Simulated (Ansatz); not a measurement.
Rutile RuO2

All values below come from LDA (PAW; Ansatz, an electronic-structure program).

Numerical settings: plane-wave cutoff 500 eV, 10×10×12 k mesh (along the axes of the cell as run), Fermi–Dirac smearing 0.05 eV, ferromagnetic start, scalar-relativistic PAW data made under PBE.

Cell: relaxed at this level.

```
Quantity                                                Result
-----------------------------------------------  -------------
equilibrium volume per atom                      10.04 Å³/atom
equilibrium lattice constant a                         4.427 Å
lattice parameter c                                    3.073 Å
magnetic moment (largest site, within a sphere)        0.00 μB
```

Measured, for comparison: lattice constant a 4.497 Å, lattice parameter c 3.105 Å (room temperature, not corrected to a static lattice; as tabulated in Hiroi (2015), arXiv:1503.02262). Computed (rounded) less measured: lattice constant a -1.6 %, lattice parameter c -1.0 %. A static lattice is as a rule a little smaller and stiffer than an uncorrected measurement, which narrows the difference in the lattice constant a, lattice parameter c and would widen misses of the other sign.

Moments are spin moments.

The computed numbers hold no vibrational or temperature effects.

Cost on a shared machine: very roughly 2.9 core-minutes.
